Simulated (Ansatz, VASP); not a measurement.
## BN in VASP and in Ansatz

File INCAR:

```
SYSTEM = BN
PREC = Accurate
ENCUT = 520
EDIFF = 1E-7
ISMEAR = -1
SIGMA = 0.05
LREAL = .FALSE.
LASPH = .TRUE.
NELM = 60
ALGO = Normal
ISIF = 2
LWAVE = .FALSE.
LCHARG = .FALSE.
GGA = PE
NBANDS = 11
```

The input KPOINTS:

```
Automatic mesh
0
G
  13 13 13
  0 0 0
```

POSCAR

```
BN
1.0
    0.0000000000      1.8250079791      1.8250079791
    1.8250079791      0.0000000000      1.8250079791
    1.8250079791      1.8250079791      0.0000000000
N B
1 1
Direct
    0.2500000000      0.2500000000      0.2500000000
    0.0000000000      0.0000000000      0.0000000000
```

The input input.yaml:

```yaml
crystal:
  lattice:
    - [0.0, 1.8250079791, 1.8250079791]
    - [1.8250079791, 0.0, 1.8250079791]
    - [1.8250079791, 1.8250079791, 0.0]
  atoms:
    - { symbol: "N", position: [0.25, 0.25, 0.25] }
    - { symbol: B, position: [0.0, 0.0, 0.0] }
hamiltonian:
  xc: pbe
  pseudopotentials: { kind: paw }
kpoints:
  mp_grid: { grid: [13, 13, 13] }
scf:
  occupations: { method: fermi_dirac, width: 0.05 }
output:
  forces: true
  stress: true
  eigenvalues: true
  write_density: true
  write_potential: true
  elf: true
  volumetric_format: npy
```

Change from the starting cell: volume scaled by 1.02.

Alike in both runs: task single point; functional PBE; k mesh 13 × 13 × 13; occupations fermi-dirac, width 0.05 eV; no spin polarisation.

|  | VASP | Ansatz |
| --- | --- | --- |
| version | VASP 6.6.1 | Ansatz 0.2.0 |
| potentials or method | VASP PAW PBE potentials, release 64 (N, B) | Ansatz PAW |
| plane-wave cutoff (eV) | 520 | 420 |
| valence electrons in the cell | 8 | 8 |

```csv
,VASP,Ansatz,Ansatz less VASP
gap on the k mesh at the Fermi level (eV),4.50,4.51,+0.011
least direct gap on the mesh (eV),8.68,8.69,+0.010
pressure (GPa),-7.3,-7.5,-0.17
```

Caveats: an odd mesh through Γ misses points on the zone boundary, where band edges often lie (VASP); odd divisions of the mesh miss points on the zone boundary, where band edges often lie, so the gap on the mesh can be too wide (Ansatz); the pressure holds a Pulay correction of +1.1 GPa for the finite cutoff (Ansatz).
